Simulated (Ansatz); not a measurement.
LAPW volumes and bulk moduli in simple lattices

All-electron LAPW (Ansatz 0.2.0), scalar-relativistic, no spin, Fermi–Dirac smearing 0.136 eV, k-meshes of 8 to 18 points an axis; Birch–Murnaghan fits to pressures. Some or most of these lattices are hypothetical for the element, and V0 is the minimum nearest the starting volume; lattices without a usable fit are left out; mesh and smearing are coarse, and magnetic elements are treated as non-magnetic.

```
element  lattice  functional  V0 (Å³/atom)  B0 (GPa)   B′  k-points per axis
     Ba      bcc         LDA         54.03      10.0  2.6                 10
     Ba      bcc         PBE         63.67       8.4  2.8                  9
     Ba  diamond         LDA         48.46      18.0  7.0                  8
     Ba  diamond      PBEsol         51.08      13.4  7.8                  8
     Ba      fcc         LDA         53.84       9.0  2.3                 10
     Ba      fcc         PBE         64.40       8.0  2.5                  9
     Ba      fcc      PBEsol         58.77       8.2  2.1                  9
     Ba       sc         LDA         51.10       8.5  2.9                  9
     Ba       sc         PBE         62.29       6.4  3.4                  8
     Ba       sc      PBEsol         55.86       7.5  3.5                  9
```

Task: Give V0 and B0 for diamond Ba in PBE.

Result: 57.81 Å³/atom and 5.8 GPa.

Task: Give V0 and B0 for bcc Ba in PBEsol.

Result: 58.41 Å³/atom and 9.0 GPa.
